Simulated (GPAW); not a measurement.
Crystal: TiO.

```xyz
2
Lattice="3.0094 0.0000 0.0000 -1.5047 2.6062 0.0000 0.0000 0.0000 2.9371" Properties=species:S:1:pos:R:3 pbc="T T T"
Ti    0.0000    0.0000    0.0000
O     1.5047    0.8687    1.4685
```

The cell comes from a database or a generator and needn't be the stable form of this composition.

Base run:

```yaml
Program: GPAW 26.7.0
Functional: SCAN
Potentials_or_basis: GPAW PAW data sets (gpaw-data 1.2.1)
Cutoff: 800 eV
Basis: pw
k_mesh: 10 × 10 × 9
Occupations: fermi-dirac, width 0.05 eV
Spin: no spin polarisation
```

Its results: band gap on the k mesh none (metal or under the smearing width); pressure -30.9 GPa.

**Question.** The run is repeated on the same cell with these changes: functional from SCAN to TPSS. What comes out?

**Answer.** Band gap on the k mesh none (metal or under the smearing width); pressure -29.4 GPa.

Caveats: a pressure of tens of GPa on the cell as given is suspect, and the run, the potentials or the cell itself is likely at fault; the PAW data sets were made with another functional, which shifts forces and pressure a little; semilocal functionals often make such compounds metallic where correlation or magnetic order opens a gap, which also shifts bond lengths.
